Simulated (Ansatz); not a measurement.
Data:

BaSnO$_{3}$:
```
BaSnO3
1.0
    4.17599     0.00000     0.00000
    0.00000     4.17599     0.00000
    0.00000     0.00000     4.17599
Ba Sn O
1 1 3
Cartesian
  2.08799   2.08799   2.08799
  0.00000   0.00000   0.00000
  0.00000   2.08799   0.00000
  2.08799   0.00000   0.00000
  0.00000   0.00000   2.08799
```

This is the PBE-relaxed structure.

Problem. All from the program Ansatz at the PBE level (PAW), unless another level is named. Predict the Young's modulus.

Solution. 218 GPa.

Problem. What about the elastic constants (relaxed ions, GPa)?

Solution. C11 = 250, C12 = 76.2, C44 = 89.6.

Problem. Give the highest zone-centre frequency (without LO–TO term).

Solution. 568 cm⁻¹.

Space group Pm-3m (cubic perovskite). The cell was relaxed with PBE under the symmetry of its start. At this level the phase is dynamically unstable (imaginary phonons). Scalar-relativistic: spin–orbit coupling is off unless named, which matters more the heavier the elements.

Potentials: the later of the program's two PAW sets.
